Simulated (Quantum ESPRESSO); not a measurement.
# BAs (F-43m): zone-centre phonons, part 2 of 2

Which modes does BAs (F-43m) have at the zone centre?

Quantum ESPRESSO 7.5; DFT LDA, scalar-relativistic, plane waves, GBRV ultrasoft pseudopotentials.

So far. Step 2 (A probe with smearing): A gap of 1.2 eV opens on this mesh, so the crystal is taken as an insulator; the start stands at -2.5 GPa. Step 4 (Ground state): The cell stands at 0.042 GPa, close enough for phonons. The relaxed cell has a = 4.748 Å (conventional setting).

## 5. Zone-centre response

At q = 0 one unit cell holds all displacements; symmetry groups them into irreducible representations that are solved one by one. The response to a field gives ε∞ and the Born charges, which polar modes need.

Input file ph.in:

```
phonons
&INPUTPH
  prefix = 'x'
  outdir = './tmp'
  fildyn = 'g.dyn'
  tr2_ph = 1.0d-18
  epsil  = .true.
/
0.000000000000 0.000000000000 0.000000000000
```

Launch:

```bash
> OMP_NUM_THREADS=1 mpirun -n 4 ph.x -nk 4 -in ph.in > ph.out
```

The log of the run:

```text
[banners, grids, parts of the stress and lines that vanish by symmetry left out]
[banner, memory and clock lines left out]
Program PHONON v.7.5

     ./tmp/x.save/

     IMPORTANT: XC functional enforced from input :
     Exchange-correlation= PZ
                           (   1   1   0   0   0   0   0)
     Any further DFT definition will be discarded
     Please, verify this is what you really want

     G-vector sticks info

     Reading collected, re-writing distributed wavefunctions in ./tmp/

     Number and degeneracy of irreps per q-point
       N         xq(1)         xq(2)         xq(3)   N irreps
       1   0.000000000   0.000000000   0.000000000       2
        3   3

     Calculation of q =    0.0000000   0.0000000   0.0000000

     phonons

     bravais-lattice index     =            0
     lattice parameter (alat)  =       6.3439  a.u.
     unit-cell volume          =     180.5313 (a.u.)^3
     number of atoms/cell      =            2
     number of atomic types    =            2
     kinetic-energy cut-off    =      40.0000  Ry
     charge density cut-off    =     240.0000  Ry
     convergence threshold     =      1.0E-18
     beta                      =       0.7000
     number of iterations used =            4
     Exchange-correlation= PZ
                           (   1   1   0   0   0   0   0)

     celldm(1)=    6.34389  celldm(2)=    0.00000  celldm(3)=    0.00000
     celldm(4)=    0.00000  celldm(5)=    0.00000  celldm(6)=    0.00000

     crystal axes: (cart. coord. in units of alat)
               a(1) = (  0.0000  0.7071  0.7071 )
               a(2) = (  0.7071  0.0000  0.7071 )
               a(3) = (  0.7071  0.7071  0.0000 )

     reciprocal axes: (cart. coord. in units 2 pi/alat)
               b(1) = ( -0.7071  0.7071  0.7071 )
               b(2) = (  0.7071 -0.7071  0.7071 )
               b(3) = (  0.7071  0.7071 -0.7071 )

     Atoms inside the unit cell:

     Cartesian axes

     site n.  atom      mass           positions (alat units)
        1  B      10.8100   tau(    1) = (    0.00000    0.00000    0.00000  )
        2  As     74.9216   tau(    2) = (    0.35355    0.35355    0.35355  )

     Computing dynamical matrix for
                    q = (   0.0000000   0.0000000   0.0000000 )

     25 Sym.Ops. (with q -> -q+G )

     G cutoff =  244.6601  (  11311 G-vectors)     FFT grid: ( 32, 32, 32)
     G cutoff =  163.1068  (   6183 G-vectors)  smooth grid: ( 25, 25, 25)
     number of k points=    29
                       cart. coord. in units 2pi/alat
        k(    1) = (   0.0000000   0.0000000   0.0000000), wk =   0.0039062
        k(    2) = (   0.0883883   0.0883883  -0.0883883), wk =   0.0312500
        k(    3) = (   0.1767767   0.1767767  -0.1767767), wk =   0.0312500
        [... further k-points left out ...]

     PseudoPot. # 1 for B  read from file:
     ./pseudo/B.upf
     Pseudo is Ultrasoft + core correction, Zval =  3.0
     Using radial grid of  781 points,  4 beta functions with:
                l(1) =   0
                l(2) =   0
                l(3) =   1
                l(4) =   1
     Q(r) pseudized with  8 coefficients,  rinner =    1.100   1.100   1.100

     PseudoPot. # 2 for As read from file:
     ./pseudo/As.upf
     Pseudo is Ultrasoft + core correction, Zval =  5.0
     Using radial grid of  875 points,  6 beta functions with:
                l(1) =   0
                l(2) =   0
                l(3) =   1
                l(4) =   1
                l(5) =   2
                l(6) =   2
     Q(r) pseudized with  8 coefficients,  rinner =    1.300   1.300   1.300
                                                       1.300   1.300

     Mode symmetry, T_d (-43m)  point group:

     Electric field:
     Dielectric constant
     Born effective charges as d Force / d E

     Atomic displacements:
     There are    2 irreducible representations

     Representation     1      3 modes -  To be done

     Representation     2      3 modes -  To be done

     Alpha used in Ewald sum =   2.5000

     Electric Fields Calculation

      iter #   1   av.it.:   6.8
      thresh= 1.000E-02 alpha_mix =  0.700 |ddv_scf|^2 =  1.531E-07

      iter #   2   av.it.:  13.2
      thresh= 3.913E-05 alpha_mix =  0.700 |ddv_scf|^2 =  2.074E-09

      iter #   3   av.it.:  13.3
      thresh= 4.554E-06 alpha_mix =  0.700 |ddv_scf|^2 =  9.260E-11

      iter #   4   av.it.:  13.7
      thresh= 9.623E-07 alpha_mix =  0.700 |ddv_scf|^2 =  3.186E-13

      iter #   5   av.it.:  12.7
      thresh= 5.644E-08 alpha_mix =  0.700 |ddv_scf|^2 =  1.333E-14

      iter #   6   av.it.:  12.9
      thresh= 1.155E-08 alpha_mix =  0.700 |ddv_scf|^2 =  2.472E-17

      iter #   7   av.it.:  13.3
      thresh= 4.972E-10 alpha_mix =  0.700 |ddv_scf|^2 =  3.188E-19

     End of electric fields calculation

          Dielectric constant in cartesian axis

          (      10.084738727       0.000000000      -0.000000000 )
          (      -0.000000000      10.084738727       0.000000000 )
          (       0.000000000       0.000000000      10.084738727 )

          Effective charges (d Force / dE) in cartesian axis without acoustic sum rule applied (asr)

           atom    1  B     Mean Z*:       -0.56950
      Ex  (       -0.56950       -0.00000       -0.00000 )
      Ey  (       -0.00000       -0.56950        0.00000 )
      Ez  (       -0.00000        0.00000       -0.56950 )
           atom    2  As    Mean Z*:        0.48361
      Ex  (        0.48361       -0.00000       -0.00000 )
      Ey  (       -0.00000        0.48361       -0.00000 )
      Ez  (       -0.00000       -0.00000        0.48361 )

          Effective charges Sum: Mean:       -0.08589
             -0.08589       -0.00000       -0.00000
             -0.00000       -0.08589        0.00000
             -0.00000        0.00000       -0.08589

          Effective charges (d Force / dE) in cartesian axis with asr applied:
           atom    1  B     Mean Z*:       -0.52655
      E*x (       -0.52655        0.00000       -0.00000 )
      E*y (        0.00000       -0.52655        0.00000 )
      E*z (        0.00000        0.00000       -0.52655 )
           atom    2  As    Mean Z*:        0.52655
      E*x (        0.52655       -0.00000        0.00000 )
      E*y (       -0.00000        0.52655       -0.00000 )
      E*z (       -0.00000       -0.00000        0.52655 )

     Representation #   1 modes #   1   2   3

     Self-consistent Calculation

      iter #   1   av.it.:   6.8
      thresh= 1.000E-02 alpha_mix =  0.700 |ddv_scf|^2 =  9.894E-08

      iter #   2   av.it.:  13.1
      thresh= 3.146E-05 alpha_mix =  0.700 |ddv_scf|^2 =  6.765E-09

      iter #   3   av.it.:  13.3
      thresh= 8.225E-06 alpha_mix =  0.700 |ddv_scf|^2 =  1.440E-11

      iter #   4   av.it.:  13.3
      thresh= 3.795E-07 alpha_mix =  0.700 |ddv_scf|^2 =  5.631E-13

      iter #   5   av.it.:  13.8
      thresh= 7.504E-08 alpha_mix =  0.700 |ddv_scf|^2 =  1.524E-15

      iter #   6   av.it.:  13.7
      thresh= 3.904E-09 alpha_mix =  0.700 |ddv_scf|^2 =  1.157E-17

      iter #   7   av.it.:  13.0
      thresh= 3.401E-10 alpha_mix =  0.700 |ddv_scf|^2 =  6.516E-19

     End of self-consistent calculation

     Convergence has been achieved

     Representation #   2 modes #   4   5   6

     Self-consistent Calculation

      iter #   1   av.it.:   5.9
      thresh= 1.000E-02 alpha_mix =  0.700 |ddv_scf|^2 =  5.519E-08

      iter #   2   av.it.:  13.2
      thresh= 2.349E-05 alpha_mix =  0.700 |ddv_scf|^2 =  9.244E-10

      iter #   3   av.it.:  13.0
      thresh= 3.040E-06 alpha_mix =  0.700 |ddv_scf|^2 =  7.019E-11

      iter #   4   av.it.:  12.7
      thresh= 8.378E-07 alpha_mix =  0.700 |ddv_scf|^2 =  1.537E-13

      iter #   5   av.it.:  13.4
      thresh= 3.920E-08 alpha_mix =  0.700 |ddv_scf|^2 =  3.182E-15

      iter #   6   av.it.:  13.9
      thresh= 5.641E-09 alpha_mix =  0.700 |ddv_scf|^2 =  1.684E-17

      iter #   7   av.it.:  13.1
      thresh= 4.103E-10 alpha_mix =  0.700 |ddv_scf|^2 =  9.167E-19

     End of self-consistent calculation

     Convergence has been achieved

     Number of q in the star =    1
     List of q in the star:
          1   0.000000000   0.000000000   0.000000000

          Dielectric constant in cartesian axis

          (      10.084738727       0.000000000      -0.000000000 )
          (      -0.000000000      10.084738727       0.000000000 )
          (       0.000000000       0.000000000      10.084738727 )

          Effective charges (d Force / dE) in cartesian axis without acoustic sum rule applied (asr)

           atom    1  B     Mean Z*:       -0.56950
      Ex  (       -0.56950       -0.00000       -0.00000 )
      Ey  (       -0.00000       -0.56950        0.00000 )
      Ez  (       -0.00000        0.00000       -0.56950 )
           atom    2  As    Mean Z*:        0.48361
      Ex  (        0.48361       -0.00000       -0.00000 )
      Ey  (       -0.00000        0.48361       -0.00000 )
      Ez  (       -0.00000       -0.00000        0.48361 )

          Effective charges Sum: Mean:       -0.08589
             -0.08589       -0.00000       -0.00000
             -0.00000       -0.08589        0.00000
             -0.00000        0.00000       -0.08589

          Effective charges (d Force / dE) in cartesian axis with asr applied:
           atom    1  B     Mean Z*:       -0.52655
      E*x (       -0.52655        0.00000       -0.00000 )
      E*y (        0.00000       -0.52655        0.00000 )
      E*z (        0.00000        0.00000       -0.52655 )
           atom    2  As    Mean Z*:        0.52655
      E*x (        0.52655       -0.00000        0.00000 )
      E*y (       -0.00000        0.52655       -0.00000 )
      E*z (       -0.00000       -0.00000        0.52655 )

     Diagonalizing the dynamical matrix

     q = (    0.000000000   0.000000000   0.000000000 )

 **************************************************************************
     freq (    1) =      -0.248278 [THz] =      -8.281651 [cm-1]
     freq (    2) =      -0.248278 [THz] =      -8.281651 [cm-1]
     freq (    3) =      -0.248278 [THz] =      -8.281651 [cm-1]
     freq (    4) =      21.055165 [THz] =     702.324715 [cm-1]
     freq (    5) =      21.055165 [THz] =     702.324715 [cm-1]
     freq (    6) =      21.055165 [THz] =     702.324715 [cm-1]
 **************************************************************************

     Mode symmetry, T_d (-43m)  point group:

     freq (   1-   3) =         -8.3  [cm-1]   --> T_2  G_15 P_4   I+R
     freq (   4-   6) =        702.3  [cm-1]   --> T_2  G_15 P_4   I+R
```

Elapsed: 13 s, on 4 MPI ranks of Intel Xeon Platinum 8375C at 2.90GHz (Ice Lake), shared host.

This step gave:

```yaml
miss_of_the_charge_sum_rule: 0.08589 e
largest_acoustic_frequency_at_the_zone_centre_before_the_sum_rule: -8.28 cm⁻¹
highest_optical_zone_centre_mode_no_lo_to_term: 702.3 cm⁻¹
lowest_optical_zone_centre_mode: 702.3 cm⁻¹
mean_high_frequency_dielectric_constant: 10.08
largest_born_charge_in_size_third_of_the_trace: 0.5695 e
```

Born charge (rows field, columns displacement), before the sum rule (e), principal values of the symmetric part by kind of site:

```tsv
atom	atoms with these values	low	middle	high	mean
B1	1	-0.5695	-0.5695	-0.5695	-0.5695
As2	1	0.4836	0.4836	0.4836	0.4836
```

In full for As2:

```
0.4836 0.0000 0.0000
0.0000 0.4836 0.0000
0.0000 0.0000 0.4836
```

High-frequency dielectric tensor:

```
10.08  0.00  0.00
 0.00 10.08  0.00
 0.00  0.00 10.08
```

The acoustic modes at Γ come out as far as 8.3 cm⁻¹ from zero, where they should vanish, a small numerical error; the Born charges miss their sum rule by 0.086 e, too much: mesh or cutoff is short for the field response.

## 6. Modes with the sum rule

A rigid shift of the crystal must cost nothing, but grids and finite bases break this; the acoustic sum rule is imposed before the matrix is diagonalised again. With Born charges the intensities follow, and the static dielectric tensor.

Input file dynmat.in:

```
&INPUT
  fildyn = 'g.dyn'
  asr    = 'simple'
  fileig = 'dynmat.eig'
  lperm  = .true.
/
```

Launch:

```bash
> dynmat.x -in dynmat.in > dynmat.out
```

The log of the run:

```text
[banner, memory and clock lines left out]
Program DYNMAT v.7.5

     Reading Dynamical Matrix from file g.dyn
     ...Force constants read
     ...epsilon and Z* read
     A direction for q was not specified:TO-LO splitting will be absent

     Polarizability (A^3 units)
     multiply by 0.248247 for Clausius-Mossotti correction
        19.340093   -0.000000    0.000000
         0.000000   19.340093    0.000000
        -0.000000    0.000000   19.340093

     IR activities are in (D/A)^2/amu units

# mode   [cm-1]    [THz]      IR
    1     -0.00   -0.0000    0.0000
    2      0.00    0.0000    0.0000
    3      0.00    0.0000    0.0000
    4    702.41   21.0577    0.6771
    5    702.41   21.0577    0.6771
    6    702.41   21.0577    0.6771

Electronic dielectric permittivity tensor (relative, adimensional)
        10.084739   -0.000000    0.000000
         0.000000   10.084739    0.000000
        -0.000000    0.000000   10.084739

 ... with zone-center polar mode contributions
        10.194155   -0.000000   -0.000000
        -0.000000   10.194155   -0.000000
        -0.000000   -0.000000   10.194155
```

Wall time 0.63 s (1 thread).

Read from the output:

| Quantity | Value |
| --- | --- |
| highest optical zone-centre mode (no LO-TO term) | 702.4 cm⁻¹ |
| lowest optical zone-centre mode | 702.4 cm⁻¹ |
| mean static dielectric constant | 10.19 |

Unit eigenvectors of the mass-weighted matrix after the sum rule; no LO-TO term. The modes at Γ (shares of kinetic energy by element, %):

```tsv
mode	frequency (cm⁻¹)	symmetry	B %	As %
1	0.0	acoustic	13	87
2	0.0	acoustic	13	87
3	0.0	acoustic	13	87
4	702.4	T2	87	13
5	702.4	T2	87	13
6	702.4	T2	87	13
```

Displacements in mode 6 (702.4 cm⁻¹), the largest set to 1:
```
B1   0.00  1.00  0.00
As2  0.00 -0.14  0.00
```

Degenerate modes summed, no LO-TO term. Infrared lines, with heights relative to the strongest:

```tsv
position (cm⁻¹)	lines merged	label	IR intensity, relative
702	3	T2	100
```

Static dielectric tensor (ions relaxed, fixed cell):

```
10.19  0.00  0.00
 0.00 10.19  0.00
 0.00  0.00 10.19
```

The rule moves no optical mode by more than 0.1 cm⁻¹.

## 7. Modes along a direction of q (1 0 0)

A longitudinal polar mode sets up a macroscopic field that stiffens it; the term hangs on the direction from which q goes to zero.

Input file dynmat.in:

```
&INPUT
  fildyn = 'g.dyn'
  asr    = 'simple'
  fileig = 'dynmat.eig'
  q(1)   = 1.0
  q(2)   = 0.0
  q(3)   = 0.0
/
```

Launch:

```bash
> dynmat.x -in dynmat.in > dynmat.out
```

The log of the run:

```text
[banner, memory and clock lines left out]
Program DYNMAT v.7.5

     Reading Dynamical Matrix from file g.dyn
     ...Force constants read
     ...epsilon and Z* read

     Polarizability (A^3 units)
     multiply by 0.248247 for Clausius-Mossotti correction
        19.340093   -0.000000    0.000000
         0.000000   19.340093    0.000000
        -0.000000    0.000000   19.340093

     IR activities are in (D/A)^2/amu units

# mode   [cm-1]    [THz]      IR
    1     -0.00   -0.0000    0.0000
    2     -0.00   -0.0000    0.0000
    3      0.00    0.0000    0.0000
    4    702.41   21.0577    0.6771
    5    702.41   21.0577    0.6771
    6    706.21   21.1716    0.6771
```

It took 0.6 s on 1 thread.

Numbers from this step:

```yaml
highest_mode_moved_by_the_lo_to_term: 706.2 cm⁻¹
```

Zone-centre frequencies as printed; negative means imaginary. Modes:

```tsv
mode	frequency (cm⁻¹)
1	0
2	0
3	0
4	702.4
5	702.4
6	706.2
```

The field moves one mode, from 702 to 706 cm⁻¹; the others stay.

## 8. What came out

| Property | Result |
| --- | --- |
| space group after relaxation | F-43m |
| volume per atom | 13.4 Å³ |
| gap on the k-mesh | 1.12 eV |
| highest optical zone-centre mode (no LO-TO term) | 702.4 cm⁻¹ |
| highest mode moved by the LO-TO term (probably not converged in the k mesh) | 706.2 cm⁻¹ |
| mean high-frequency dielectric constant (probably not converged in the k mesh) | 10.1 |
| largest Born charge in size (third of the trace) (probably not converged in the k mesh) | 0.570 e |
| mean static dielectric constant (probably not converged in the k mesh) | 10.2 |
| imaginary optical modes at the zone centre (no q mesh in this session) | none |

**Reading.** At the LDA level the optical modes of BAs (F-43m) at the zone centre (no LO-TO term) lie at 702 cm⁻¹. Along the directions run, the highest mode that the macroscopic field moves lies at 706 cm⁻¹. Lattice motion raises the mean dielectric constant from 10.08 to 10.19. The Born charges miss their sum rule by 0.086 e, a sign that the k mesh or the cutoff is short for the field response. ε∞, the Born charges and what follows from them are probably not converged in the k mesh. The Lyddane-Sachs-Teller relation holds: (ωLO/ωTO)² is 1.01 and ε₀/ε∞ is 1.01. Left out of this account: PBE with GBRV ultrasoft, since it is gradient-corrected and no frozen-mode check or second program bears its response out; PBEsol with GBRV ultrasoft, since it is gradient-corrected and no frozen-mode check or second program bears its response out. What is said of the levels holds for those shown. These are harmonic frequencies at zero temperature: anharmonic shifts and linewidths and thermal expansion are left out.

Computed beside measured:

| quantity | measured | LDA GBRV ultrasoft, Quantum ESPRESSO |
| --- | --- | --- |
| lattice constant a (Å) | 4.7741 | 4.748 (-0.6 %) |
| band gap (gap on the k-mesh) (eV) | 1.82 | 1.12 (-0.70 eV) |

Measured values from arxiv:1906.04101 (2019) and arxiv:1911.11281 (2019).

How well it matches: The lattice constant a is off by -0.6 %: good agreement. The band gap is off by -0.70 eV. Local and semilocal functionals usually give gaps below the measured ones. The computed gap is read on a k-mesh, which can miss the band edges. An optical gap can lie under the band gap by the exciton's binding. Zero-point and thermal motion shift the measured gap. The grades are ours: good and fair within 0.7 and 1.5 % for the lattice constant a. Zero-point motion and thermal expansion (measured at up to 100 K) are not in the computed lattice constants. Limits of convergence are named above.

[Host names and launcher messages were left out of these logs when they were recorded.]

[Logs are printed without paths, hosts, clocks, repeated set-up lines and the standing remarks that a program may print on its own settings, such as how far it seeks lower states.]

[Hosts, paths, dates, database ids (printed as entryN), source tags and the programs' standing remarks are cut or masked in the printed files.]
